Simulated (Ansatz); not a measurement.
# Ti (Ti, hcp): the cost of one run

Program: Ansatz 0.2.0. Level of theory: DFT r2SCAN, plane waves (500 eV) with PAW, scalar-relativistic; PBE-made PAW files. These are calculated values, not measurements.

**1. Starting point**

Symmetry: P6_3/mmc, No. 194, hexagonal system. The conventional cell has a = 2.950 Å, b = 2.950 Å, c = 4.686 Å, α = 90.00°, β = 90.00°, γ = 120.00°. Ti (site symmetry -6m2) is surrounded by 12 Ti at 2.90 to 2.95 Å.

As a file:

```
CELL_PARAMETERS angstrom
2.95000 0.00000 0.00000
-1.47500 2.55477 0.00000
0.00000 0.00000 4.68600
ATOMIC_POSITIONS crystal
Ti 0.33333 0.66667 0.25000
Ti 0.66667 0.33333 0.75000
```

Starting moments (μB): +1 ×2.

**2. Relaxing cell and atoms**

input.yaml

```yaml
crystal:
  lattice:
    - [2.9499978604, 0.0, 0.0]
    - [-1.4749989302, 2.5547730882, 0.0]
    - [0.0, 0.0, 4.686]
  atoms:
    - { symbol: Ti, position: [0.3333333333, 0.6666666667, 0.25], spin: 1.0 }
    - { symbol: Ti, position: [0.6666666667, 0.3333333333, 0.75], spin: 1.0 }
hamiltonian:
  xc: r2scan
  pseudopotentials:
    kind: paw
    azcp:
      Ti: "pseudopotentials/Ti.paw.azcp"
basis:
  ecutwfc: 500
  fft_grid_basis: typed
kpoints:
  mp_grid: { grid: [12, 12, 7], shift: [0, 0, 0] }
magnetization:
  spin_polarized: true
scf:
  occupations: { method: fermi_dirac, width: 0.05 }
relax:
  max_steps: 60
  f_tol: 0.01
  cell: {}
```

What time and memory should one allow on 2 threads of an x86-64 CPU, shared host?

About 73 s, with a peak of 0.62 GiB.
